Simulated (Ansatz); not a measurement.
**What spin–orbit coupling does to the bands of GaAs**

```xyz
2
Lattice="0.0000 2.8268 2.8268 2.8268 0.0000 2.8268 2.8268 2.8268 0.0000" Properties=species:S:1:pos:R:3 pbc="T T T"
Ga    0.0000    0.0000    0.0000
As    4.2403    4.2403    4.2403
```

Atoms are numbered in the order listed.

The cell is COD entry 9008845, as deposited and not checked against the literature; nothing was relaxed.

All numbers are computed: DFT, PBE, all-electron LAPW, scalar-relativistic (Ansatz 0.2.0); DFT, PBE, all-electron LAPW, Dirac equation with spin-orbit coupling (Ansatz 0.2.0).

Settings: a Γ-centred 11×11×11 k mesh, Fermi–Dirac smearing of 0.05 eV, basis error target 0.5 meV/atom, no spin polarisation.

Levels between -8 and 3 eV, each run counted from its own valence-band top. Scalar levels are listed once for both spins; with the coupling every spinor state is counted. Levels near the edges of the range can cross them.

(1) At Γ (0.000, 0.000, 0.000) the scalar-relativistic levels are 0.00 (×3), 0.52. What are they with spin–orbit coupling?

(2) At L (0.000, 0.000, 0.500) the scalar-relativistic levels are -6.63, -1.14 (×2), 1.01. What are they with spin–orbit coupling?

(3) At W (-0.500, -0.250, 0.250) the scalar-relativistic levels are -6.62, -3.53, -3.34. What are they with spin–orbit coupling?

(4) Without the coupling the gap is 0.52 eV, direct at Γ. And with it?

Answers

(1) -0.33 (×2), 0.00 (×4), 0.41 (×2).

(2) -6.74 (×2), -1.35 (×2), -1.15 (×2), 0.90 (×2).

(3) -6.76, -6.70, -3.71, -3.59, -3.46, -3.42.

(4) 0.41 eV, direct at Γ.
